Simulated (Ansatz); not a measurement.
Crystal: PbS.

```
Pb S
1.0
     2.07995   -5.99130    0.00000
     2.07995    5.99130    0.00000
     0.00000    0.00000    4.27932
Pb S
2 2
Direct
  0.13056 0.86944 0.25000
  0.86944 0.13056 0.75000
  0.35480 0.64520 0.25000
  0.64520 0.35480 0.75000
```

Measurements of this composition are mostly on another form, of space group No. 225.

Program: Ansatz 0.2.0. Alike in all runs: task band structure; potentials or basis Ansatz PAW; no spin polarisation; cell as given; k mesh 4 × 4 × 3; cutoff (eV) 420; smearing fermi-dirac 0.05 eV; the mesh is coarse, so values aren't converged.

Q: Order these runs on this cell by their pressure, lowest first.
A. level B3LYP
B. level HSE03
C. level HSEsol

A: C (-2.4 GPa), B (-0.3 GPa), A (2.9 GPa).

Caveats: all runs use coarse meshes; the PAW data sets come from PBE, with cores solved anew for the run's functional, which leaves a small shift of forces and pressure; the thresholds are loose for stress.
